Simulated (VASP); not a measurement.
**VASP 6.6.1 run: C**

INCAR

```
NSW = 0
ISIF = 2
LCHARG = .FALSE.
EDIFF = 1E-7
ENCUT = 520
NBANDS = 11
LWAVE = .FALSE.
LASPH = .TRUE.
PREC = Accurate
ALGO = VeryFast
LREAL = .FALSE.
ISMEAR = 0
NELM = 120
SIGMA = 0.01
IBRION = -1
METAGGA = R2SCAN
```

KPOINTS

```
KPOINTS created by Atomic Simulation Environment
0
Gamma
12 12 12
0 0 0
```

POSCAR

```
C
 1.0000000000000000
     0.0000000000000000    1.8335278667999999    1.7689115518000000
     1.8335278667999999    0.0000000000000000    1.7689115518000000
     1.8335278667999999    1.8335278667999999    0.0000000000000000
 C
   2
Cartesian
  0.0000000000000000  0.0000000000000000  0.0000000000000000
  0.9167639333999998  0.9167639333999998  0.8844557758999999
```

The recommended PBE PAW datasets give the neutral cell 8 valence electrons.

Command

```
mpirun -np 1 vasp_std
```

Predict the outcome of this run.

It converged. Results: gap between bands v and c on the k mesh 3.32 eV; least direct gap on the k mesh 5.05 eV; pressure -20.6 GPa. Band v is the last that the valence electrons fill when counted band by band, and c is the next.

OSZICAR

```
N       E                     dE             d eps       ncg     rms          rms(c)
RMM:   1     0.255882479583E+02    0.25588E+02   -0.21491E+03  1793   0.512E+02
RMM:   2    -0.127123004669E+02   -0.38301E+02   -0.30023E+02  1793   0.106E+02
RMM:   3    -0.207076339763E+02   -0.79953E+01   -0.39870E+01  1793   0.397E+01
RMM:   4    -0.217035010444E+02   -0.99587E+00   -0.52960E+00  1793   0.156E+01
RMM:   5    -0.218116468943E+02   -0.10815E+00   -0.65655E-01  1793   0.522E+00
RMM:   6    -0.218234137590E+02   -0.11767E-01   -0.76146E-02  1793   0.178E+00
RMM:   7    -0.218245258561E+02   -0.11121E-02   -0.84995E-03  1793   0.581E-01
RMM:   8    -0.218246431402E+02   -0.11728E-03   -0.94350E-04  1793   0.189E-01
RMM:   9    -0.218246553060E+02   -0.12166E-04   -0.10556E-04  4375   0.612E-02
RMM:  10    -0.218246568605E+02   -0.15545E-05   -0.13418E-05  4030   0.211E-02
RMM:  11    -0.218246570042E+02   -0.14364E-06   -0.11892E-06  3786   0.595E-03
RMM:  12    -0.218246570217E+02   -0.17541E-07   -0.16426E-07  3502   0.198E-03    0.481E+00
RMM:  13    -0.196719783401E+02    0.21527E+01   -0.20455E-01  6703   0.341E+00    0.363E+00
RMM:  14    -0.195897014399E+02    0.82277E-01   -0.18113E-01  6573   0.298E+00    0.664E-01
RMM:  15    -0.195900610069E+02   -0.35957E-03   -0.26817E-04  4108   0.157E-01    0.333E-01
RMM:  16    -0.195904037855E+02   -0.34278E-03   -0.14401E-04  3930   0.144E-01    0.106E-02
RMM:  17    -0.195904046410E+02   -0.85545E-06   -0.49357E-06  4054   0.248E-02    0.294E-03
RMM:  18    -0.195904043566E+02    0.28442E-06   -0.55202E-07  4128   0.660E-03    0.138E-03
RMM:  19    -0.195904042697E+02    0.86868E-07   -0.26809E-08  3255   0.178E-03
   1 F= -.19590404E+02 E0= -.19590404E+02  d E =-.546319-103
```

For comparison, a separate r²SCAN run of the intended cell, on usual settings and not on those above, gives a gap of 3.32 eV on its mesh and a pressure of -20.6 GPa.
